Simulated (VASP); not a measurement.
### MgS (110), 5 units in VASP

The cell holds 10 atoms: 5 Mg and 5 S. Cell: a = 3.677 Å, b = 5.200 Å, c = 25.354 Å, α = 90.0°, β = 90.0°, γ = 90.0°. It derives from MgS (rocksalt MgS). Vacuum lies along c.

```
Mg S
1.0
     3.67696    0.00000    0.00000
     0.00000    5.20000    0.00000
     0.00000    0.00000   25.35391
Mg S
5 5
Direct
  0.50000 0.50000 0.36313
  0.00000 0.00000 0.42147
  0.50000 0.50000 0.50000
  0.00000 0.00000 0.57853
  0.50000 0.50000 0.63687
  0.50000 0.00000 0.35205
  0.00000 0.50000 0.42738
  0.50000 0.00000 0.50000
  0.00000 0.50000 0.57262
  0.50000 0.00000 0.64795
```

* method: PBE; plane waves and PAW (Mg, S) (and 1 further level or step)
* program: VASP 6.6.1
* settings of one run: PAW datasets (Mg, S), PAW release PBE 64, 8×6×1 k-mesh, ENCUT 300 eV, ISMEAR 0, SIGMA 0.05 eV
* notes: Values taken over the cell’s volume include its vacuum. Semilocal band edges put the ionisation potential too low and the gap too small. The cell in the plane was kept as given and was not relaxed here.
* ionisation potential of the slab: 4.94 eV
* polarisability per area of the slab or monolayer: 0.678 Å

The ionisation potential is 4.94 eV at both faces. The atom that ends on top (S) moved outwards by 0.07 Å, counted from the mean of all atoms.

[Lines on the potential files, build, host, timing and source positions are cut from VASP's logs without a mark.]

[Logs are printed without paths, hosts, clocks, repeated set-up lines and the standing remarks that a program may print on its own settings, such as how far it seeks lower states.]

[Hosts, paths, dates, database ids (printed as entryN), source tags and the programs' standing remarks are cut or masked in the printed files.]

[In band tables of VASP the shares of atoms and orbitals are scaled to a sum of 1 inside the atoms' spheres.]

[Runs that stopped without an error message from VASP are left out.]
